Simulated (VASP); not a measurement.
## TaSi2: relaxation of cell and atoms with PBEsol

Crystal: TaSi2.

```
CELL_PARAMETERS angstrom
4.78000 0.00000 0.00000
-2.39000 4.13960 0.00000
0.00000 0.00000 6.56400
ATOMIC_POSITIONS crystal
Ta 0.50000 0.00000 0.50000
Ta 0.50000 0.50000 0.83333
Ta 0.00000 0.50000 0.16667
Si 0.16665 0.33330 0.50000
Si 0.83335 0.16665 0.83333
Si 0.66670 0.83335 0.16667
Si 0.83335 0.66670 0.50000
Si 0.16665 0.83335 0.83333
Si 0.33330 0.16665 0.16667
```

```
Program                : VASP 6.6.1
Task                   : relaxation of cell and atoms
Functional             : PBEsol
Potentials or basis    : VASP PAW PBE potentials, release 64 (Ta_pv, Si)
Cutoff                 : 600 eV
k mesh                 : 9 × 9 × 6
Occupations            : methfessel-paxton, width 0.1 eV
Spin                   : no spin polarisation
Further INCAR settings : ALGO = Normal; EDIFF = 1e-06; IBRION = 2; EDIFFG = -0.01; NSW = 90; ISIF = 3
```

* Relaxed volume: 14.32 Å³/atom
* Relaxed cell: a = 4.764 Å, b = 4.764 Å, c = 6.559 Å, α = 90.00°, β = 90.00°, γ = 120.00°
* Space group after relaxing (to 0.05 Å): P6_222 (No. 180)
* Energy gained by relaxing: 17.2 meV/atom
* Ionic steps: 10
* Pressure after relaxing: 0.0 GPa
* Largest force after relaxing: 0.004 eV/Å
* Band gap on the k mesh: none (metal or under the smearing width)

Forces in eV/Å, atoms in the order of the input:
```
Ta   0.000  0.000  0.000
Ta   0.000  0.000  0.000
Ta   0.000  0.000  0.000
Si   0.000  0.004  0.000
Si  -0.003  0.002  0.000
Si  -0.003 -0.002  0.000
Si   0.000 -0.004  0.000
Si   0.003 -0.002  0.000
Si   0.003  0.002  0.000
```

Stress tensor (GPa, compression positive):
```
-0.07  0.00  0.00
 0.00 -0.07  0.00
 0.00  0.00  0.01
```

The path:
| step | energy change (eV) | largest force (eV/Å) | pressure (GPa) | volume (Å³) |
| --- | --- | --- | --- | --- |
| 1 | 0.0000 | 0.7599 | -0.90 | 129.88 |
| 2 | -0.1253 | 0.3241 | 0.71 | 128.36 |
| 3 | -0.1347 | 0.1391 | 1.43 | 127.83 |
| 4 | -0.1486 | 0.0814 | -1.52 | 129.90 |
| 5 | -0.1528 | 0.0102 | -0.60 | 129.22 |
| 6 | -0.1525 | 0.0128 | 0.72 | 128.49 |
| 7 | -0.1548 | 0.0113 | 0.03 | 128.87 |
| 8 | -0.1548 | 0.0113 | 0.04 | 128.86 |
| 9 | -0.1548 | 0.0114 | 0.06 | 128.85 |
| 10 | -0.1549 | 0.0036 | -0.04 | 128.92 |

Final structure:
```yaml
crystal:
  lattice:
    - [4.76399, 0.00000, 0.00000]
    - [-2.38200, 4.12574, 0.00000]
    - [0.00000, 0.00000, 6.55908]
  atoms:
    - { symbol: Ta, position: [0.50000, 0.00000, 0.50000] }
    - { symbol: Ta, position: [0.50000, 0.50000, 0.83333] }
    - { symbol: Ta, position: [0.00000, 0.50000, 0.16667] }
    - { symbol: Si, position: [0.15911, 0.31822, 0.50000] }
    - { symbol: Si, position: [0.84089, 0.15911, 0.83333] }
    - { symbol: Si, position: [0.68178, 0.84089, 0.16667] }
    - { symbol: Si, position: [0.84089, 0.68178, 0.50000] }
    - { symbol: Si, position: [0.15911, 0.84089, 0.83333] }
    - { symbol: Si, position: [0.31822, 0.15911, 0.16667] }
```

Levels at points of the mesh, in eV from the Fermi level:
| k point | band 27 | band 28 | band 29 | band 30 | band 31 | band 32 |
| --- | --- | --- | --- | --- | --- | --- |
| (0.00, 0.00, 0.00) | -2.22 | -2.22 | -1.48 | 0.70 | 3.00 | 3.00 |
| (0.00, 0.00, 0.50) | -1.77 | -1.77 | 1.11 | 1.11 | 2.67 | 2.67 |

It took 3.2 min on 4 MPI ranks on Intel(R) Xeon(R) 6975P-C (Granite Rapids), with other jobs on the host, peak memory 0.45 GiB a rank.

Caveat: the PAW data sets were made with another functional, which shifts forces and pressure a little. The run has no spin-orbit coupling, so splittings on Ta are missing.
